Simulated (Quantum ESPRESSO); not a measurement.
# WS2 (R3m) in Quantum ESPRESSO: equation of state, part 2 of 2

Quantum ESPRESSO 7.5.

## Step 3: Single point, PBEsol, 17.03 Å³/atom

File pw.in:

```
&CONTROL
  calculation = 'scf'
  prefix = 'pwscf'
  outdir = './tmp'
  pseudo_dir = './pseudo'
  tprnfor = .true.
  tstress = .true.
  disk_io = 'nowf'
/
&SYSTEM
  ibrav = 0
  nat = 3
  ntyp = 2
  ecutwfc = 56
  ecutrho = 448
  nbnd = 20
  occupations = 'smearing'
  smearing = 'fd'
  degauss = 0.00367493
/
&ELECTRONS
  conv_thr = 6d-10
  electron_maxstep = 120
  mixing_beta = 0.5
/
ATOMIC_SPECIES
W    183.8400 w_pbesol_v1.2.uspp.F.UPF
S     32.0600 s_pbesol_v1.4.uspp.F.UPF
CELL_PARAMETERS angstrom
   1.5576595461    0.8993151583    6.0800348339
  -1.5576595461    0.8993151583    6.0800348339
   0.0000000000   -1.7986303165    6.0800348339
ATOMIC_POSITIONS crystal
W      0.0000000000    0.0000000000    0.0000000000
S      0.5810000000    0.5810000000    0.5810000000
S      0.7503000000    0.7503000000    0.7503000000
K_POINTS automatic
10 10 10 0 0 0
```

Potentials or basis: GBRV 1.5 PBEsol.

Started as:

```console
> OMP_NUM_THREADS=1 mpirun -n 2 pw.x -nk 2 -in pw.in > pw.out
```

pw.out:

```text
This program is part of the open-source Quantum ESPRESSO suite
     for quantum simulation of materials; please cite
         "P. Giannozzi et al., J. Phys.:Condens. Matter 21 395502 (2009);
         "P. Giannozzi et al., J. Phys.:Condens. Matter 29 465901 (2017);
         "P. Giannozzi et al., J. Chem. Phys. 152 154105 (2020);
     in publications or presentations arising from this work. More details at

     Message from routine setup:
     using ibrav=0 with symmetry is DISCOURAGED, use correct ibrav instead

     K-points division:     npool     =       2
     Subspace diagonalization in iterative solution of the eigenvalue problem:
     a serial algorithm will be used

     G-vector sticks info
     --------------------
     sticks:   dense  smooth     PW     G-vecs:    dense   smooth      PW
     Sum        2441    1213    399                55271    19441    3661

     Using Slab Decomposition

     bravais-lattice index     =            0
     lattice parameter (alat)  =      11.9818  a.u.
     unit-cell volume          =     344.8565 (a.u.)^3
     number of atoms/cell      =            3
     number of atomic types    =            2
     number of electrons       =        26.00
     number of Kohn-Sham states=           20
     kinetic-energy cutoff     =      56.0000  Ry
     charge density cutoff     =     448.0000  Ry
     scf convergence threshold =      6.0E-10
     mixing beta               =       0.5000
     number of iterations used =            8  plain     mixing
     Exchange-correlation= SLA  PW   PSX  PSC
                           (   1   4  10   8   0   0   0)

     celldm(1)=  11.981802  celldm(2)=   0.000000  celldm(3)=   0.000000
     celldm(4)=   0.000000  celldm(5)=   0.000000  celldm(6)=   0.000000

     crystal axes: (cart. coord. in units of alat)
               a(1) = (   0.245668   0.141837   0.958921 )
               a(2) = (  -0.245668   0.141837   0.958921 )
               a(3) = (   0.000000  -0.283673   0.958921 )

     reciprocal axes: (cart. coord. in units 2 pi/alat)
               b(1) = (  2.035264  1.175060  0.347613 )
               b(2) = ( -2.035264  1.175060  0.347613 )
               b(3) = (  0.000000 -2.350120  0.347613 )

     PseudoPot. # 1 for W  read from file:
     w_pbesol_v1.2.uspp.F.UPF
     Pseudo is Ultrasoft + core correction, Zval = 14.0
     Generated by new atomic code, or converted to UPF format
     Using radial grid of  923 points,  8 beta functions with:
                l(1) =   0
                l(2) =   0
                l(3) =   0
                l(4) =   1
                l(5) =   1
                l(6) =   2
                l(7) =   2
                l(8) =   3
     Q(r) pseudized with  6 coefficients,  rinner =    1.350   1.350   1.350
                                                       1.350   1.350   1.350
                                                       1.350

     PseudoPot. # 2 for S  read from file:
     s_pbesol_v1.4.uspp.F.UPF
     Pseudo is Ultrasoft + core correction, Zval =  6.0
     Generated by new atomic code, or converted to UPF format
     Using radial grid of  907 points,  6 beta functions with:
                l(1) =   0
                l(2) =   0
                l(3) =   1
                l(4) =   1
                l(5) =   2
                l(6) =   2
     Q(r) pseudized with  8 coefficients,  rinner =    1.300   1.300   1.300
                                                       1.300   1.300

     atomic species   valence    mass     pseudopotential
     W                14.00   183.84000     W ( 1.00)
     S                 6.00    32.06000     S ( 1.00)

      6 Sym. Ops. (no inversion) found

   Cartesian axes

     site n.     atom                  positions (alat units)
         1        W      tau(   1) = (   0.0000000   0.0000000   0.0000000  )
         2        S      tau(   2) = (  -0.0000000   0.0000000   1.6713992  )
         3        S      tau(   3) = (   0.0000000   0.0000000   2.1584352  )

     number of k points=   116  Fermi-Dirac smearing, width (Ry)=  0.0037

     Number of k-points >= 100: set verbosity='high' to print them.

     Dense  grid:    55271 G-vectors     FFT dimensions: (  81,  81,  81)

     Smooth grid:    19441 G-vectors     FFT dimensions: (  60,  60,  60)

     Initial potential from superposition of free atoms

     starting charge      25.8996, renormalised to      26.0000

     negative rho (up, down):  6.246E-02 0.000E+00
     Starting wfcs are   21 randomized atomic wfcs

     Self-consistent Calculation

     iteration #  1     ecut=    56.00 Ry     beta= 0.50
     Davidson diagonalization with overlap
     ethr =  1.00E-02,  avg # of iterations =  5.5

     Threshold (ethr) on eigenvalues was too large:
     Diagonalizing with lowered threshold

     Davidson diagonalization with overlap
     ethr =  3.04E-04,  avg # of iterations =  3.9

     negative rho (up, down):  6.455E-02 0.000E+00

     total energy              =    -207.24809743 Ry
     estimated scf accuracy    <       0.08858158 Ry

     iteration #  2     ecut=    56.00 Ry     beta= 0.50
     Davidson diagonalization with overlap
     ethr =  3.41E-04,  avg # of iterations =  2.2
[... 69 lines left out ...]
     iteration # 10     ecut=    56.00 Ry     beta= 0.50
     Davidson diagonalization with overlap
     ethr =  1.72E-11,  avg # of iterations =  3.6

     negative rho (up, down):  6.734E-02 0.000E+00

     End of self-consistent calculation

     Number of k-points >= 100: set verbosity='high' to print the bands.

     the Fermi energy is    12.8675 ev

!    total energy              =    -207.26276911 Ry
     estimated scf accuracy    <          2.6E-10 Ry
     smearing contrib. (-TS)   =      -0.00000004 Ry
     internal energy E=F+TS    =    -207.26276907 Ry

     The total energy is F=E-TS. E is the sum of the following terms:
     one-electron contribution =     -78.35402031 Ry
     hartree contribution      =      50.62294099 Ry
     xc contribution           =     -57.96243239 Ry
     ewald contribution        =    -121.56925736 Ry

     convergence has been achieved in  10 iterations

     negative rho (up, down):  6.734E-02 0.000E+00

     Forces acting on atoms (cartesian axes, Ry/au):

     atom    1 type  1   force =     0.00000000   -0.00000000   -0.02579082
     atom    2 type  2   force =     0.00000000    0.00000000   -0.01570724
     atom    3 type  2   force =    -0.00000000   -0.00000000    0.04149807

     Total force =     0.051322     Total SCF correction =     0.000042

     Computing stress (Cartesian axis) and pressure

     negative rho (up, down):  6.734E-02 0.000E+00
          total   stress  (Ry/bohr**3)                   (kbar)     P=       70.93
   0.00044129  -0.00000000  -0.00000000           64.92       -0.00       -0.00
   0.00000000   0.00044129  -0.00000000            0.00       64.92       -0.00
  -0.00000000  -0.00000000   0.00056399           -0.00       -0.00       82.97

=------------------------------------------------------------------------------=
   JOB DONE.
=------------------------------------------------------------------------------=
```

Run time: 2.7 min. Hardware: 2 MPI ranks of Arm Neoverse V2, shared host; peak memory 0.62 GiB.

Results:

```yaml
Free_energy: -2819.9536 eV
Pressure: 7.1 GPa
Largest_force: 1.067 eV/Å
Band_gap_on_the_k_mesh: 0.97 eV, indirect (least direct gap 2.35 eV)
```

Caveat: spin-orbit coupling is left out, which moves the levels of the heavy elements; forces of over 1 eV/Å show positions far from the minimum, so gaps and moduli don't describe the material at rest.

## Step 4: Single point, PBEsol, 17.39 Å³/atom

pw.in: that of step 3 with these lines changed.

```diff
@@ -29,5 +29,5 @@
 CELL_PARAMETERS angstrom
-   1.5576595461    0.8993151583    6.0800348339
-  -1.5576595461    0.8993151583    6.0800348339
-   0.0000000000   -1.7986303165    6.0800348339
+   1.5684023653    0.9055175278    6.1219674337
+  -1.5684023653    0.9055175278    6.1219674337
+   0.0000000000   -1.8110350555    6.1219674337
 ATOMIC_POSITIONS crystal
```

Started as:

```console
> OMP_NUM_THREADS=1 mpirun -n 2 pw.x -nk 2 -in pw.in > pw.out
```

It took 2.6 min on 2 MPI ranks of Arm Neoverse V2, shared host; peak memory 0.62 GiB.

The run converged. Its results:

```yaml
Free_energy: -2819.9874 eV
Pressure: 3.1 GPa
Largest_force: 0.650 eV/Å
Band_gap_on_the_k_mesh: 1.00 eV, indirect (least direct gap 2.29 eV)
```

Caveat: spin-orbit coupling is left out, which moves the levels of the heavy elements.

## Step 5: Single point, PBEsol, 17.74 Å³/atom

pw.in: that of step 4 with these lines changed.

```diff
@@ -29,5 +29,5 @@
 CELL_PARAMETERS angstrom
-   1.5684023653    0.9055175278    6.1219674337
-  -1.5684023653    0.9055175278    6.1219674337
-   0.0000000000   -1.8110350555    6.1219674337
+   1.5790000000    0.9116360751    6.1633333333
+  -1.5790000000    0.9116360751    6.1633333333
+   0.0000000000   -1.8232721501    6.1633333333
 ATOMIC_POSITIONS crystal
```

Started as:

```console
> OMP_NUM_THREADS=1 mpirun -n 2 pw.x -nk 2 -in pw.in > pw.out
```

Wall time 2.4 min (2 MPI ranks of Arm Neoverse V2, shared host); peak memory 0.64 GiB.

Results (log left out):

| Property | Result |
| --- | --- |
| Free energy | -2819.9963 eV |
| Pressure | -0.4 GPa |
| Largest force | 0.603 eV/Å |
| Band gap on the k mesh | 1.02 eV, indirect (least direct gap 2.23 eV) |

Caveat: spin-orbit coupling is left out, which moves the levels of the heavy elements.

## Step 6: Single point, PBEsol, 18.10 Å³/atom

pw.in: that of step 5 with these lines changed.

```diff
@@ -29,5 +29,5 @@
 CELL_PARAMETERS angstrom
-   1.5790000000    0.9116360751    6.1633333333
-  -1.5790000000    0.9116360751    6.1633333333
-   0.0000000000   -1.8232721501    6.1633333333
+   1.5894572584    0.9176735760    6.2041512999
+  -1.5894572584    0.9176735760    6.2041512999
+   0.0000000000   -1.8353471520    6.2041512999
 ATOMIC_POSITIONS crystal
```

Potentials or basis: GBRV 1.5 PBEsol.

Started as:

```console
> OMP_NUM_THREADS=1 mpirun -n 2 pw.x -nk 2 -in pw.in > pw.out
```

It took 2.4 min on 2 MPI ranks of Arm Neoverse V2, shared host; peak memory 0.68 GiB.

It converged, with:

| Property | Result |
| --- | --- |
| Free energy | -2819.9828 eV |
| Pressure | -3.6 GPa |
| Largest force | 0.670 eV/Å |
| Band gap on the k mesh | 1.04 eV, indirect (least direct gap 2.17 eV) |

Caveat: spin-orbit coupling is left out, which moves the levels of the heavy elements.

## Step 7: Single point, PBEsol, 18.45 Å³/atom

pw.in: that of step 6 with these lines changed.

```diff
@@ -29,5 +29,5 @@
 CELL_PARAMETERS angstrom
-   1.5894572584    0.9176735760    6.2041512999
-  -1.5894572584    0.9176735760    6.2041512999
-   0.0000000000   -1.8353471520    6.2041512999
+   1.5997786986    0.9236326623    6.2444391255
+  -1.5997786986    0.9236326623    6.2444391255
+   0.0000000000   -1.8472653246    6.2444391255
 ATOMIC_POSITIONS crystal
```

Started as:

```console
> OMP_NUM_THREADS=1 mpirun -n 2 pw.x -nk 2 -in pw.in > pw.out
```

It took 2.6 min on 2 MPI ranks of Arm Neoverse V2, shared host; peak memory 0.68 GiB.

Results (log left out):

| Item | Value |
| --- | --- |
| Free energy | -2819.9492 eV |
| Pressure | -6.5 GPa |
| Largest force | 0.975 eV/Å |
| Band gap on the k mesh | 1.06 eV, indirect (least direct gap 2.12 eV) |

Caveat: spin-orbit coupling is left out, which moves the levels of the heavy elements.

## Step 8: Single point, PBEsol, 18.81 Å³/atom

pw.in: that of step 7 with these lines changed.

```diff
@@ -29,5 +29,5 @@
 CELL_PARAMETERS angstrom
-   1.5997786986    0.9236326623    6.2444391255
-  -1.5997786986    0.9236326623    6.2444391255
-   0.0000000000   -1.8472653246    6.2444391255
+   1.6099686466    0.9295158316    6.2842136955
+  -1.6099686466    0.9295158316    6.2842136955
+   0.0000000000   -1.8590316630    6.2842136955
 ATOMIC_POSITIONS crystal
```

Started as:

```console
> OMP_NUM_THREADS=1 mpirun -n 2 pw.x -nk 2 -in pw.in > pw.out
```

It took 2.7 min on 2 MPI ranks of Arm Neoverse V2, shared host; peak memory 0.7 GiB.

The run converged. Its results:

```yaml
Free_energy: -2819.8975 eV
Pressure: -9.0 GPa
Largest_force: 1.257 eV/Å
Band_gap_on_the_k_mesh: 1.07 eV, indirect (least direct gap 2.06 eV)
```

Caveat: spin-orbit coupling is left out, which moves the levels of the heavy elements; forces of over 1 eV/Å show positions far from the minimum, so gaps and moduli don't describe the material at rest.

## Step 9: Equation of state, PBEsol

Potentials or basis: GBRV 1.5 PBEsol.

No new run: the results of the series are fitted here.

What came out:

* Equilibrium volume: 17.70 Å³/atom
* Bulk modulus at fixed shape and positions: 170 GPa
* Pressure derivative of the bulk modulus: 4.4

Energy against volume, from the lowest point:
| volume (Å³/atom) | energy (meV/atom) |
| --- | --- |
| 16.679 | 34.74 |
| 17.034 | 14.22 |
| 17.389 | 2.95 |
| 17.744 | 0.00 |
| 18.099 | 4.51 |
| 18.454 | 15.71 |
| 18.809 | 32.92 |

Caveat: the cell was scaled at fixed shape and fractional positions, which overstates the stiffness of a crystal with free parameters, most of all of layers and chains. The run has no spin-orbit coupling, so splittings on W are missing.
